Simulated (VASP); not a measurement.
Set up this calculation in VASP 6.6.1, as the native input.

| Item | Value |
| --- | --- |
| Task | single point |
| Functional | PBE |
| Potentials or basis | VASP PAW PBE potentials, release 64 (K_sv, F) |
| Cutoff | 520 eV |
| k mesh | 6 × 6 × 6 |
| Occupations | gaussian, width 0.1 eV |
| Spin | no spin polarisation |
| Dipole correction | no |
| Further INCAR settings | ALGO = Normal; EDIFF = 1e-06; NBANDS = 15 |

The structure of KF lies in POSCAR:

```
KF
1.0
    0.0000000000      2.9283156743      2.9283156743
    2.9283156743      0.0000000000      2.9283156743
    2.9283156743      2.9283156743      0.0000000000
K F
1 1
Direct
    0.0000000000      0.0000000000      0.0000000000
    0.5000000000      0.5000000000      0.5000000000
```

The cell isn't the ideal one: Cl replaced by F, lengths x 0.911, strained and moved within the space group.

One way to write it, as run:

INCAR

```
SYSTEM = KF
PREC = Accurate ; ENCUT = 520
EDIFF = 1E-6 ; ISMEAR = 0
SIGMA = 0.1 ; LREAL = .FALSE.
LASPH = .TRUE. ; NELM = 100
ALGO = Normal ; ISIF = 2
LWAVE = .FALSE. ; LCHARG = .FALSE.
GGA = PE ; NBANDS = 15
```

KPOINTS

```
Automatic mesh
0
G
  6 6 6
  0 0 0
```

Potentials or basis: VASP PAW PBE potentials, release 64 (K_sv, F).

Launch:

```console
$ cat potpaw_PBE.64/K_sv/POTCAR potpaw_PBE.64/F/POTCAR > POTCAR
$ mpirun -np 1 vasp_std > vasp.out
```

Results of the run:

```
Pressure               : -3.9 GPa
Band gap on the k mesh : 4.93 eV, direct
```

It took 8.4 s on 1 thread of Intel(R) Xeon(R) Platinum 8488C (Sapphire Rapids) (shared host), peak memory 0.16 GiB.
